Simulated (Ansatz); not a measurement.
# ZnSe: the gap under strain

ZnSe, F-43m, a = 5.633 Å. Ansatz: PBEsol, PAW, 420 eV, Γ-centred 8×8×6 mesh on 4 atoms, Gaussian smearing 0.02 eV; no spin polarisation. Series: equal strain along all axes, cell held, atoms fixed by symmetry; x is the strain in per cent. The gap is sought over the whole zone.

| x (%) | gap y (eV) |
| --- | --- |
| -6.0 | ? |
| -4.0 | 1.747 |
| -2.0 | 1.486 |
| 0.0 | 1.239 |
| 2.0 | 1.010 |
| 4.0 | 0.796 |
| 6.0 | 0.598 |

**Question.** Fit y = E0 + c1 x + c2 x² to the other rows, give the deformation potential for this strain, and predict the missing gap.

**Answer.** Least squares on the rows shown. y = 1.2396 − 0.11891 x + 0.0019955 x². The deformation potential is 100 c1 = -11.89 eV per unit strain of each axis, or a third of that, -3.96 eV, as the usual dE_g/d ln V. At x = -6.0 the fit asked for gives 2.025 eV. The run gave 2.025 eV, the same to the digits shown.

Spin-orbit coupling is left out; it would lift a valence top of Se p states by 0.1 to 0.15 eV. Semilocal functionals give gaps under the measured ones; changes of the gap mostly carry over better.